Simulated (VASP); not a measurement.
# Ce (P6_3/mmc) in VASP: single point with PBE

Aim: the single point of Ce with PBE.

Program: VASP 6.6.1. These are calculated values, not measurements. Logs are shortened: lines on timing, memory, paths and dates and some standing lists are left out, and cuts for length are marked.

### 1 The structure

It takes space group P6_3/mmc (No. 194, hexagonal). The conventional cell has a = 3.365 Å, b = 3.365 Å, c = 11.010 Å, α = 90.00°, β = 90.00°, γ = 120.00°. Ce (site symmetry -3m) is surrounded by 12 Ce at 3.37 Å. Ce (site symmetry -6m2) is surrounded by 12 Ce at 3.37 Å.

This isn't the form of Ce at room conditions, which is fcc.

### 2 Single point, PBE

The input, INCAR:

```
PREC     = Accurate       # precision mode
ENCUT    = 520            # plane-wave cutoff, eV
EDIFF    = 1E-6           # SCF threshold, eV
ISMEAR   = 0              # smearing method
SIGMA    = 0.05           # smearing width, eV
LREAL    = False          # projectors in reciprocal space
LASPH    = True           # aspherical terms in the spheres
NELM     = 100            # most SCF steps
ALGO     = Fast           # electronic algorithm
ISIF     = 2              # what is computed and relaxed
LWAVE    = False          # write WAVECAR
LCHARG   = True           # write CHGCAR
GGA      = PE             # functional
LELF     = True           # ELF
LVHAR    = True         
NBANDS   = 32             # bands
```

The input, KPOINTS:

```
Automatic mesh
0
Gamma
  14 14 4
```

The input, POSCAR:

```
Ce
1.0
    3.3654024973      0.0000000000      0.0000000000
   -1.6827012486      2.9145240566      0.0000000000
    0.0000000000      0.0000000000     11.0100810483
Ce
4
Direct
    0.0000000000      0.0000000000      0.0000000000
    0.0000000000      0.0000000000      0.5000000000
    0.3333333333      0.6666666667      0.2500000000
    0.6666666667      0.3333333333      0.7500000000
```

Potentials or basis: VASP PAW PBE potentials, release 64 (Ce).

On the command line:

```console
> cat potpaw_PBE.64/Ce/POTCAR > POTCAR
> mpirun -np 1 vasp_std > vasp.out
```

OUTCAR:

```text
PREC = Accurate
   ENCUT = 520
   EDIFF = 1E-6
   ISMEAR = 0
   LREAL = False
   LASPH = True
   NELM = 100
   ISIF = 2
   GGA = PE

 ion  position               nearest neighbor table
   1  0.000  0.000  0.000-
   2  0.000  0.000  0.500-
   3  0.333  0.667  0.250-
   4  0.667  0.333  0.750-

  LATTYP: Found a hexagonal cell.
 ALAT       =     3.3654024973
 C/A-ratio  =     3.2715495567

  Lattice vectors:

 A1 = (   3.3654024973,   0.0000000000,   0.0000000000)
 A2 = (  -1.6827012486,   2.9145240566,   0.0000000000)
 A3 = (   0.0000000000,   0.0000000000,  11.0100810483)

Analysis of symmetry for initial positions (statically):
=====================================================================
 Subroutine PRICEL returns:
 Original cell was already a primitive cell.

 Routine SETGRP: Setting up the symmetry group for a
 hexagonal supercell.

 Subroutine GETGRP returns: Found 24 space group operations
 (whereof 12 operations were pure point group operations)
 out of a pool of 24 trial point group operations.

The static configuration has the point symmetry D_3d.
 The point group associated with its full space group is D_6h.

Analysis of symmetry for dynamics (positions and initial velocities):
=====================================================================
 Subroutine PRICEL returns:
 Original cell was already a primitive cell.

 Routine SETGRP: Setting up the symmetry group for a
 hexagonal supercell.

 Subroutine GETGRP returns: Found 24 space group operations
 (whereof 12 operations were pure point group operations)
 out of a pool of 24 trial point group operations.

The dynamic configuration has the point symmetry D_3d.
 The point group associated with its full space group is D_6h.

 Subroutine INISYM returns: Found 24 space group operations
 (whereof 12 operations are pure point group operations),
 and found     1 'primitive' translations

----------------------------------------------------------------------------------------

                                     Primitive cell

  volume of cell :     107.9929

  direct lattice vectors                    reciprocal lattice vectors
     3.365402497  0.000000000  0.000000000     0.297141278  0.171554597  0.000000000
    -1.682701249  2.914524057  0.000000000     0.000000000  0.343109194  0.000000000
     0.000000000  0.000000000 11.010081048     0.000000000  0.000000000  0.090825853

  length of vectors
     3.365402497  3.365402497 11.010081048     0.343109194  0.343109194  0.090825853

  position of ions in fractional coordinates (direct lattice)
     0.000000000  0.000000000  0.000000000
     0.000000000  0.000000000  0.500000000
     0.333333333  0.666666667  0.250000000
     0.666666667  0.333333333  0.750000000

  ion indices of the primitive-cell ions
   primitive index   ion index
                 1           1
                 2           2
                 3           3
                 4           4

----------------------------------------------------------------------------------------

 KPOINTS: Automatic mesh

Automatic generation of k-mesh.
 Grid dimensions read from file:
 generate k-points for:   14   14    4

 Generating k-lattice:

  Cartesian coordinates                     Fractional coordinates (reciprocal lattice)
     0.021224377  0.012253900  0.000000000     0.071428571  0.000000000  0.000000000
     0.000000000  0.024507800  0.000000000     0.000000000  0.071428571  0.000000000
     0.000000000  0.000000000  0.022706463     0.000000000  0.000000000  0.250000000

  Length of vectors
     0.024507800  0.024507800  0.022706463

  Shift w.r.t. Gamma in fractional coordinates (k-lattice)
     0.000000000  0.000000000  0.000000000

 Subroutine IBZKPT returns following result:
 ===========================================

 Found     72 irreducible k-points:

 Following reciprocal coordinates:
            Coordinates               Weight
  0.000000  0.000000  0.000000      1.000000
  0.071429  0.000000  0.000000      6.000000
  0.142857  0.000000  0.000000      6.000000
  0.214286  0.000000  0.000000      6.000000
  0.285714  0.000000  0.000000      6.000000
  0.357143  0.000000  0.000000      6.000000
[... 16 lines left out ...]
  0.285714  0.285714  0.000000      6.000000
  0.357143  0.285714  0.000000      6.000000
 [... further k-points ...]
   k-points           NKPTS =     72   k-points in BZ     NKDIM =     72   number of bands    NBANDS=     32
   number of dos      NEDOS =    301   number of ions     NIONS =      4
   total plane-waves  NPLWV =  65856
   dimension x,y,z NGX =    28 NGY =   28 NGZ =   84
   dimension x,y,z NGXF=    56 NGYF=   56 NGZF=  168
   ions per type =               4
   NGX,Y,Z   is equivalent  to a cutoff of  13.83, 13.83, 12.68 a.u.
   NGXF,Y,Z  is equivalent  to a cutoff of  27.66, 27.66, 25.37 a.u.
 SYSTEM =  unknown system
   PREC   = accura    normal or accurate (medium, high low for compatibility)
   ISTART =      0    job   : 0-new  1-cont  2-samecut
   ICHARG =      2    charge: 1-file 2-atom 10-const
   ISPIN  =      1    spin polarized calculation?
   LNONCOLLINEAR =      F non collinear calculations
   LSORBIT =      F    spin-orbit coupling
   LASPH  =      T    aspherical Exc in radial PAW
   ENCUT  =  520.0 eV  38.22 Ry    6.18 a.u.   6.26  6.26 20.47*2*pi/ulx,y,z
   NELM   =    100;   NELMIN=  2; NELMDL= -5     # of ELM steps
   EDIFF  = 0.1E-05   stopping-criterion for ELM
   LREAL  =      F    real-space projection
   EDIFFG = 0.1E-04   stopping-criterion for IOM
   NSW    =      0    number of steps for IOM
   IBRION =     -1    ionic relax: 0-MD 1-quasi-New 2-CG
   NFREE  =      0    steps in history (QN), initial steepest desc. (CG)
   ISIF   =      2    stress and relaxation
   ISYM   =      2    0-nonsym 1-usesym 2-fastsym
   POTIM  = 0.5000    time-step for ionic-motion
   TEBEG  =    0.0;   TEEND  =   0.0 temperature during run
   PSTRESS=    0.0 pullay stress
   NELECT =      48.0000    total number of electrons
   NUPDOWN=      -1.0000    fix difference up-down
   EMIN   =  10.00;   EMAX   =-10.00  energy-range for DOS
   EFERMI =   0.00;   METHOD = LEGACY
   ISMEAR =     0;   SIGMA  =   0.05  broadening in eV -4-tet -1-fermi 0-gaus
   EFERMI_NEDOS =   21; number of points for ismear=-14 and -15
   IALGO  =     68    algorithm
   IMIX   =      4    mixing-type and parameters
     AMIX     =   0.40;   BMIX     =  1.00
     AMIX_MAG =   1.60;   BMIX_MAG =  1.00
  volume/ion in A,a.u.               =      27.00       182.19
  Fermi-wavevector in a.u.,A,eV,Ry     =   1.249367  2.360962 21.237593  1.560919
  Thomas-Fermi vector in A             =   2.383411
   LORBIT       =      0    0 simple, 1 ext, 2 COOP (PROOUT), +10 PAW based schemes
   GGA     = PE    functional components
   LHFCALC =     F    Hartree Fock is set to
   AEXX    =    0.0000 exact exchange contribution
   IVDW    =     0    specifies the selected vdW correction
   LEPSILON=     F    determine dielectric tensor
   LRPA    =     F    only Hartree local field effects (RPA)
 non-spin polarized calculation
 RMM-DIIS sequential band-by-band and
 Gauss-broadening in eV      SIGMA  =   0.05
  energy-cutoff  :      520.00
  volume of cell :      107.99
 maximum number of plane-waves:      2933
 NGX is ok and might be reduce to    28
   NGX = 13   NGY = 13   NGZ = 41

 number of electron      47.9999998 magnetization

 Free energy of the ion-electron system (eV)
  ---------------------------------------------------
  ext. energy  EPLUGINS =         0.00000000
  ---------------------------------------------------
  free energy    TOTEN  =       -23.53377995 eV

  energy without entropy =      -23.52180167  energy(sigma->0) =      -23.52779081

 E-fermi :   9.2106     XC(G=0): -11.1917

 val. band max:        9.2021125282   @ k =   0.2857   0.2857   0.0000
 cond. band min:       9.2166813862   @ k =   0.3571   0.2857   0.2500
 fundamental gap:      0.0145688580
 Fermi energy:         9.2105501664

 k-point     1 :       0.0000    0.0000    0.0000
  band No.  band energies     occupation
      1     -25.5375      2.00000
      2     -25.3024      2.00000
      3     -25.3015      2.00000
      4     -25.0491      2.00000
      5      -9.5015      2.00000
      6      -8.2749      2.00000
[... 24 lines left out ...]
     31       9.7003      0.00000
     32      10.8880      0.00000

 k-point     2 :       0.0714    0.0000    0.0000
  band No.  band energies     occupation
      1     -25.5172      2.00000
      2     -25.2865      2.00000
      3     -25.2856      2.00000
      4     -25.0384      2.00000
      5      -9.4619      2.00000
      6      -8.2822      2.00000
[... 24 lines left out ...]
     31       9.7047      0.00000
     32       9.7719      0.00000

 k-point     3 :       0.1429    0.0000    0.0000
  band No.  band energies     occupation
      1     -25.4588      2.00000
      2     -25.2415      2.00000
      3     -25.2406      2.00000
      4     -25.0089      2.00000
      5      -9.3465      2.00000
      6      -8.3266      2.00000
[... 24 lines left out ...]
     31       9.7140      0.00000
     32       9.7709      0.00000

 k-point     4 :       0.2143    0.0000    0.0000
  band No.  band energies     occupation
      1     -25.3708      2.00000
      2     -25.1753      2.00000
      3     -25.1746      2.00000
      4     -24.9680      2.00000
      5      -9.1671      2.00000
      6      -8.4872      2.00000
[... 24 lines left out ...]
     31       9.7426      0.00000
     32       9.7490      0.00000

 k-point     5 :       0.2857    0.0000    0.0000
  band No.  band energies     occupation
      1     -25.2661      2.00000
      2     -25.1003      2.00000
      3     -25.0998      2.00000
      4     -24.9267      2.00000
      5      -8.9772      2.00000
      6      -8.8068      2.00000
[... 584 lines left out ...]
     31       9.7441      0.00000
     32       9.8309      0.00000

 k-point    22 :       0.3571    0.2143    0.0000
  band No.  band energies     occupation
      1     -24.9913      2.00000
      2     -24.9393      2.00000
      3     -24.9389      2.00000
      4     -24.8870      2.00000
      5      -9.2064      2.00000
      6      -9.1222      2.00000
[... 24 lines left out ...]
     31       9.7522      0.00000
     32       9.7753      0.00000

 k-point    23 :       0.2857    0.2857    0.0000
  band No.  band energies     occupation
      1     -24.9823      2.00000
      2     -24.9352      2.00000
      3     -24.9349      2.00000
      4     -24.8886      2.00000
      5      -9.0781      2.00000
      6      -9.0060      2.00000
[... 24 lines left out ...]
     31       9.7357      0.00000
     32      10.5026      0.00000

 k-point    24 :       0.3571    0.2857    0.0000
  band No.  band energies     occupation
      1     -24.9452      2.00000
      2     -24.9245      2.00000
      3     -24.9240      2.00000
      4     -24.9043      2.00000
      5      -9.0482      2.00000
      6      -8.9384      2.00000
[... 24 lines left out ...]
     31       9.7649      0.00000
     32       9.9620      0.00000

 [... further k-points ...]
[... 5 lines left out ...]
  --------------------------------------------------------------------------------------
  -------------------------------------------------------------------------------------
  Total       -0.1831066     -0.1831066     -0.1190998     -0.0000000     -0.0000000     -0.0000000
  in kB       -2.7165604     -2.7165604     -1.7669585     -0.0000000     -0.0000000     -0.0000000
  external PRESSURE =      -2.4000264 kB  Pullay stress =       0.0000000 kB

 VOLUME and BASIS-vectors are now :
 -----------------------------------------------------------------------------
  energy-cutoff  :      520.00
  volume of cell :      107.99
      direct lattice vectors                 reciprocal lattice vectors
     3.365402497  0.000000000  0.000000000     0.297141278  0.171554597  0.000000000
    -1.682701249  2.914524057  0.000000000     0.000000000  0.343109194  0.000000000
     0.000000000  0.000000000 11.010081048     0.000000000  0.000000000  0.090825853

 POSITION                                       TOTAL-FORCE (eV/Angst)
 -----------------------------------------------------------------------------------
      0.00000      0.00000      0.00000         0.000000      0.000000     -0.000000
      0.00000      0.00000      5.50504         0.000000      0.000000     -0.000000
     -0.00000      1.94302      2.75252         0.000000     -0.000000      0.000000
      1.68270      0.97151      8.25756        -0.000000      0.000000      0.000000
 -----------------------------------------------------------------------------------
    total drift:                                0.000000     -0.000000      0.000000

  FREE ENERGIE OF THE ION-ELECTRON SYSTEM (eV)
  ---------------------------------------------------
  free  energy   TOTEN  =       -23.5337799494 eV

  energy  without entropy=      -23.5218016700  energy(sigma->0) =      -23.52779081
```

Wall time 21 min (1 thread of Intel Xeon Platinum 8375C at 2.90GHz (Ice Lake), shared host); peak memory 0.39 GiB.

What came out:

| Item | Value |
| --- | --- |
| Free energy | -23.5338 eV |
| Pressure | -0.2 GPa |
| Band gap on the k mesh | none (metal or under the smearing width) |

Stress tensor (GPa, compression positive):
```
-0.27  0.00  0.00
 0.00 -0.27  0.00
 0.00  0.00 -0.18
```

Levels at points of the mesh, in eV from the Fermi level:
| k point | band 22 | band 23 | band 24 | band 25 | band 26 | band 27 |
| --- | --- | --- | --- | --- | --- | --- |
| (0.00, 0.00, 0.00) | -0.17 | 0.01 | 0.05 | 0.16 | 0.21 | 0.40 |
| (0.50, 0.00, 0.00) | -0.62 | -0.50 | 0.02 | 0.13 | 0.21 | 0.46 |
| (0.00, 0.00, 0.50) | -0.26 | -0.03 | -0.03 | 0.25 | 0.25 | 0.41 |
| (0.50, 0.00, 0.50) | -1.54 | -0.13 | -0.13 | 0.30 | 0.30 | 0.49 |

The run has no spin-orbit coupling, so splittings on Ce are missing. Spin polarisation is off, so any magnetic state and its effect on volume and gap are missing.
